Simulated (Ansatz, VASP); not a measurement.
One calculation of MgS, two programs

```xyz
2
Lattice="0.0000 2.7969 2.7969 2.7969 0.0000 2.7969 2.7969 2.7969 0.0000" Properties=species:S:1:pos:R:3 pbc="T T T"
Mg    0.0000    0.0000    0.0000
S     1.3985    1.3985    1.3985
```

The cell was built by a generator and needn't be a form met in nature.

Alike in both runs: functional LDA; k mesh 8 × 8 × 8; occupations gaussian, width 0.02 eV; no spin polarisation.

Ansatz relaxed the structure, and its values are those at the end. VASP's run is a single point on that final structure, the one shown.

|  | VASP | Ansatz |
| --- | --- | --- |
| version | VASP 6.6.1 | Ansatz 0.2.0 |
| potentials or method | VASP PAW LDA potentials, release 64 (Mg, S) | scalar-relativistic, plane waves, PAW |
| plane-wave cutoff (eV) | 520 | 420 |
| valence electrons in the cell | 8 | 16 |

```csv
,VASP,Ansatz,Ansatz less VASP
gap on the k mesh at the Fermi level (eV),3.38,3.36,-0.012
least direct gap on the mesh (eV),3.38,3.36,-0.012
pressure (GPa),-0.3,0.0,+0.35
```

The two sets of potentials don't hold the same shells in valence. Ansatz warned: «pseudo_functional_mismatch».

A k mesh can miss the band edges.
